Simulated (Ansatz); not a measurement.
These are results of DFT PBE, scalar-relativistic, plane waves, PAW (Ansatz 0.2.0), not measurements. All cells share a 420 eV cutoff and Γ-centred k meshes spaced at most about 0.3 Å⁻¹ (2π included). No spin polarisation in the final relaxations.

Temperature and zero-point effects are left out. All come from trial cells, and lower structures may exist.

Problem. Order these relaxed structures of CdSe by energy, lowest first, with the energy over the lowest of them.
A.

```
Cd Se
1.0
     7.61659    0.00000    0.00000
     0.00000    7.61659    0.00000
     0.00000    0.00000    7.61659
Cd Se
6 6
Cartesian
  3.8083 0.0000 5.7124
  5.7124 3.8083 0.0000
  0.0000 5.7124 3.8083
  3.8083 0.0000 1.9041
  1.9041 3.8083 0.0000
  0.0000 1.9041 3.8083
  0.0000 3.8083 5.7124
  5.7124 0.0000 3.8083
  3.8083 5.7124 0.0000
  0.0000 3.8083 1.9041
  1.9041 0.0000 3.8083
  3.8083 1.9041 0.0000
```

B.

```
Cd Se
1.0
     0.00000    3.09742    3.09742
     3.09742    0.00000    3.09742
     3.09742    3.09742    0.00000
Cd Se
1 1
Cartesian
  0.0000 0.0000 0.0000
  4.6461 4.6461 4.6461
```

Solution. B (0 meV/atom), A (73 meV/atom). Forms: B zinc blende type, F-43m; A Pm-3n. Counting Se atoms around Cd (those within 1.25 times the shortest such distance or 1.15 times the sum of covalent radii): B has Cd 4; A has Cd 4.

The part of the Crystallography Open Database at hand lists CdSe in space group No. 186, which no cell shown has. Some types were kept out of the candidates beforehand, so the set may lack a known form.
